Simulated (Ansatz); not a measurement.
Computed with DFT PBE, scalar-relativistic, plane waves, PAW (Ansatz). All cells share a 420 eV cutoff and Γ-centred k meshes spaced at most about 0.3 Å⁻¹ (about 0.25 or finer for metals, 2π included). No spin polarisation.

These are static total energies at zero pressure.

Compare these two cells of BiS7, each relaxed at this level.

A.

```xyz
8
Lattice="6.7412 0.0000 0.0000 -3.3706 5.8380 0.0000 0.0000 0.0000 5.0312" Properties=species:S:1:pos:R:3 pbc="T T T"
Bi    0.0000    0.0000    2.5156
S     1.7973    2.8543    0.9447
S     3.3706    0.1294    0.9447
S     4.9438    2.8543    0.9447
S     1.5733    2.9837    4.0865
S    -1.5733    2.9837    4.0865
S     0.0000    5.7086    4.0865
S     0.0000    0.0000    0.0000
```

B.

```xyz
8
Lattice="5.7020 0.0000 0.0000 0.0000 5.7020 0.0000 0.0000 0.0000 5.6617" Properties=species:S:1:pos:R:3 pbc="T T T"
Bi    0.0000    0.0000    2.8308
S     3.1252    1.4003    0.0000
S     2.5768    4.3017    0.0000
S     4.3017    3.1252    0.0000
S     1.4003    2.5768    0.0000
S     0.0000    2.8510    2.8308
S     2.8510    0.0000    2.8308
S     0.0000    0.0000    0.0000
```

Task: Which form is favoured at zero pressure, and by what margin per atom?

Result: A is lower, by 40 meV/atom. A has space group P-3m1 (No. 164), 24.8 Å³/atom and no gap on its mesh; B has space group P4/m (No. 83), 23.0 Å³/atom and no gap. Counting S atoms around Bi (those within 1.25 times the shortest such distance or 1.15 times the sum of covalent radii), A has Bi 2 and B has Bi 6. A holds S–S pairs (shortest 1.91 Å); B holds S–S units of three or more atoms (shortest 2.09 Å). Even the lower one lies +0.34 eV/atom against the reference forms of the elements (uncorrected), so neither is stable at this level. In A, Bi is surrounded by 2 S at 2.52 Å; S on a site of symmetry m is surrounded by 1 S at 1.91 Å; S on a site of symmetry -3m has 2 Bi at 2.52 Å. In B, around Bi lie 6 S at 2.83–2.85 Å; S on a site of symmetry m has 2 S at 2.09 Å, 3 S at 2.85–2.95 Å, 2 S at 3.17 Å and 1 S at 3.42 Å; around S on a site of symmetry 2/m lie 2 Bi at 2.85 Å and 4 S at 3.17 Å; 1 more site not described. Both come from invented guesses. The lowest form computed isn't among them: it has space group P1 (No. 1), 34.3 Å³/atom and lies 290 meV/atom below the best shown.

No dispersion correction is applied, so the spacing and binding between layers, chains or molecules are poorly described (P-3m1), and this can change margins and order among such cells. These runs have no spin–orbit coupling, which can matter for Bi. In P-3m1, P4/m an odd number of electrons in the primitive cell allows no gap without spin; a larger cell or a magnetic state could open one. Cells relaxed within their symmetry can be saddle points. Some candidate types were left out of the draw beforehand, so a known form may be missing.
